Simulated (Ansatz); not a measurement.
**Molecular dynamics of Li2S**

The input (input.yaml):

```yaml
accuracy: low
crystal:
  lattice:
    - [0.0, 5.708, 5.708]
    - [5.708, 0.0, 5.708]
    - [5.708, 5.708, 0.0]
  atoms:
    - { symbol: Li, position: [0.125, 0.125, 0.125] }
    - { symbol: Li, position: [0.375, 0.375, 0.375] }
    - { symbol: S, position: [0.0, 0.0, 0.0] }
    - { symbol: Li, position: [0.125, 0.125, 0.625] }
    - { symbol: Li, position: [0.375, 0.375, 0.875] }
    - { symbol: S, position: [0.0, 0.0, 0.5] }
    - { symbol: Li, position: [0.125, 0.625, 0.125] }
    - { symbol: Li, position: [0.375, 0.875, 0.375] }
    - { symbol: S, position: [0.0, 0.5, 0.0] }
    - { symbol: Li, position: [0.125, 0.625, 0.625] }
    - { symbol: Li, position: [0.375, 0.875, 0.875] }
    - { symbol: S, position: [0.0, 0.5, 0.5] }
    - { symbol: Li, position: [0.625, 0.125, 0.125] }
    - { symbol: Li, position: [0.875, 0.375, 0.375] }
    - { symbol: S, position: [0.5, 0.0, 0.0] }
    - { symbol: Li, position: [0.625, 0.125, 0.625] }
    - { symbol: Li, position: [0.875, 0.375, 0.875] }
    - { symbol: S, position: [0.5, 0.0, 0.5] }
    - { symbol: Li, position: [0.625, 0.625, 0.125] }
    - { symbol: Li, position: [0.875, 0.875, 0.375] }
    - { symbol: S, position: [0.5, 0.5, 0.0] }
    - { symbol: Li, position: [0.625, 0.625, 0.625] }
    - { symbol: Li, position: [0.875, 0.875, 0.875] }
    - { symbol: S, position: [0.5, 0.5, 0.5] }
basis:
  ecutwfc: 420.0
kpoints:
  mp_grid: { grid: [2, 2, 2] }
hamiltonian:
  xc: pbe
  dispersion: d3bj
scf:
  occupations: { method: fermi_dirac, width: 0.05 }
  lower_state_search: "off"
md:
  timestep: 1
  n_steps: 340
  ensemble: nvt_langevin
  temperature: 700.0
  initial_velocities: maxwell_boltzmann
  seed: 342180
  friction: 0.005
```

Run as:

```bash
$ ansatz run input.yaml --threads 1 --pin off --max-ram 3072MiB --backend cpu --events-out ev --progress --plain --runs-dir out
```

It starts from a structure without forces on its atoms.

Output, in part (step lines):

```
md step     0: t =     0.00 fs  T =   670.8 K  F+E_penalty+E_count = -10530.24887493 eV  E_kin = 2.081086 eV  (6 SCF iters)
md step     1: t =     1.00 fs  T =   679.4 K  F+E_penalty+E_count = -10530.24213489 eV  E_kin = 2.107545 eV  (6 SCF iters)
md step     2: t =     2.00 fs  T =   667.4 K  F+E_penalty+E_count = -10530.22183061 eV  E_kin = 2.070323 eV  (6 SCF iters)
md step     3: t =     3.00 fs  T =   666.1 K  F+E_penalty+E_count = -10530.18791130 eV  E_kin = 2.066457 eV  (6 SCF iters)
md step     4: t =     4.00 fs  T =   675.6 K  F+E_penalty+E_count = -10530.14010299 eV  E_kin = 2.095818 eV  (6 SCF iters)
md step     5: t =     5.00 fs  T =   670.3 K  F+E_penalty+E_count = -10530.07898570 eV  E_kin = 2.079513 eV  (4 SCF iters)
md step     6: t =     6.00 fs  T =   662.8 K  F+E_penalty+E_count = -10530.00569379 eV  E_kin = 2.056151 eV  (4 SCF iters)
md step     7: t =     7.00 fs  T =   645.3 K  F+E_penalty+E_count = -10529.92068154 eV  E_kin = 2.001963 eV  (4 SCF iters)
[... lines left out ...]
md step   340: t =   340.00 fs  T =   533.5 K  F+E_penalty+E_count = -10528.57145657 eV  E_kin = 1.654962 eV  (6 SCF iters)
```

The steps, from the saved trajectory:

```tsv
time (fs)	T (K)	potential energy less start (eV)
0.0	671	0.000
11.0	550	0.753
22.0	294	1.703
33.0	399	1.621
44.0	520	1.636
55.0	460	1.848
66.0	406	1.982
77.0	400	1.845
88.0	609	1.521
99.0	641	1.361
110.0	529	1.697
121.0	557	1.964
132.0	670	1.724
143.0	635	1.633
154.0	561	1.741
165.0	505	1.919
176.0	621	1.651
187.0	641	1.476
198.0	579	1.759
209.0	466	2.261
220.0	504	2.458
231.0	567	2.166
242.0	701	1.526
253.0	667	1.391
264.0	458	1.982
275.0	557	1.875
286.0	529	1.791
297.0	523	1.804
308.0	646	1.483
319.0	585	1.515
330.0	528	1.723
```

The run went to its last step. The mean temperature of the second half is 19 % below the set value. A run of 0.34 ps of so small a system gives no equilibrium averages. Limits of this set-up: low accuracy level.

Mean squared displacements from the first frame to the last, about the centre of mass: Li 0.06 Å², S 0.03 Å².

Last frame:

```xyz
24
Lattice="0.0000 5.7080 5.7080 5.7080 0.0000 5.7080 5.7080 5.7080 0.0000" Properties=species:S:1:pos:R:3
Li 1.546 1.102 1.378
Li 4.325 3.982 3.972
S 0.015 -0.111 -0.129
Li 4.295 3.919 1.216
Li 7.160 6.909 4.052
S 2.837 2.377 -0.351
Li 4.281 1.339 3.924
Li 7.086 3.956 6.802
S 2.936 -0.204 2.826
Li 6.969 4.035 4.035
Li 9.688 7.003 7.248
S 5.798 2.820 2.603
Li 1.361 4.351 4.179
Li 4.251 6.912 6.984
S -0.043 2.572 2.774
Li 4.224 6.898 4.043
Li 7.257 9.966 6.893
S 2.831 5.629 2.698
Li 4.468 3.826 7.021
Li 6.983 6.967 9.861
S 2.853 2.681 5.390
Li 7.178 6.813 6.719
Li 10.188 9.560 10.122
S 5.766 5.421 5.487
```

Time of the run: 11 min on 1 thread of AMD EPYC 9R45 96-Core Processor (Zen 5), on a shared host, peak memory 0.77 GiB.
